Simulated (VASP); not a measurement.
Ho, 2 atoms in the cell. Symmetry: P6_3/mmc, No. 194, hexagonal system. Conventional cell: a = 3.577 Å, b = 3.577 Å, c = 5.616 Å, α = 90.00°, β = 90.00°, γ = 120.00°. Ho (site symmetry -6m2) is surrounded by 12 Ho at 3.49 to 3.58 Å. 

| Item | Value |
| --- | --- |
| Program | VASP 6.6.1 |
| Task | single point |
| Functional | PBEsol |
| Potentials or basis | VASP PAW PBE potentials, release 64 (Ho) |
| Cutoff | 500 eV |
| k mesh | 9 × 9 × 5 |
| Occupations | gaussian, width 0.02 eV |
| Spin | collinear spin, ferromagnetic start |
| Starting moments | [4.0, 4.0] μB |
| Further INCAR settings | ALGO = Normal; EDIFF = 1e-06 |

Potentials or basis: VASP PAW PBE potentials, release 64 (Ho).

Command:

```bash
$ cat potpaw_PBE.64/Ho/POTCAR > POTCAR
$ mpirun -np 1 vasp_std > vasp.out
```

Hardware: 1 thread of Intel(R) Xeon(R) Platinum 8259CL CPU @ 2.50GHz (Skylake/Cascade Lake), on a shared host.

Task: Estimate the wall time of this run.

Result: It took 8.3 min on 1 thread of Intel(R) Xeon(R) Platinum 8259CL CPU @ 2.50GHz (Skylake/Cascade Lake) (shared host), peak memory 0.27 GiB. Counts: scf iterations 39, k points 36.
